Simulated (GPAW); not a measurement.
**MgS (Niningerite): G0W0 quasiparticle levels with PBE**

The system is MgS (Niningerite).

```xyz
2
Lattice="0.0000 2.6527 2.6527 2.6527 0.0000 2.6527 2.6527 2.6527 0.0000" Properties=species:S:1:pos:R:3 pbc="T T T"
S     2.6527    2.6527    2.6527
Mg    0.0000    0.0000    0.0000
```

* Program: GPAW 26.7.0
* Task: G0W0 quasiparticle levels
* Functional: PBE
* Potentials or basis: GPAW PAW data sets (gpaw-data 1.2.1)
* Cutoff: 650 eV
* Basis: pw
* k mesh: 4 × 4 × 4
* Occupations: fermi-dirac, width 0.001 eV
* Spin: no spin polarisation
* Response ecut: 96.2 eV
* Frequency: ppa
* Extrapolate: yes
* Qp bands: 2
* Maxiter: 150
* Integrate gamma: WS
* Vertex: none
* All k: no
* Response bands: 79

```yaml
Band_gap_on_the_k_mesh_mean-field_level: 2.64 eV, indirect (least direct gap 3.27 eV)
Quasiparticle_gap: 4.06 eV
Least_direct_quasiparticle_gap: 4.66 eV
```

Levels at points of the mesh, in eV from the valence-band top:
```
           k point  band 4  band 5  band 6  band 7  band 8  band 9  band 10  band 11  band 12
(0.00, 0.00, 0.00)  -41.80  -12.35    0.00    0.00    0.00    3.27     7.94     7.94     7.94
(0.50, 0.50, 0.00)  -41.80  -10.86   -3.90   -1.56   -1.56    2.64     4.54    11.44    12.50
(0.50, 0.50, 0.50)  -41.80  -11.18   -4.54   -0.53   -0.53    4.44     6.80     6.80     9.51
```

It took 99 s on 1 thread of Arm Neoverse V2, with other jobs on the host, peak memory 0.44 GiB.

Caveat: the k mesh is coarse (spacing up to 0.51 Å⁻¹), so the values aren't converged; the quasiparticle gap is taken among the few k points that were corrected; the long-wavelength limit can be off by a per cent or two. A k mesh can miss the band edges.
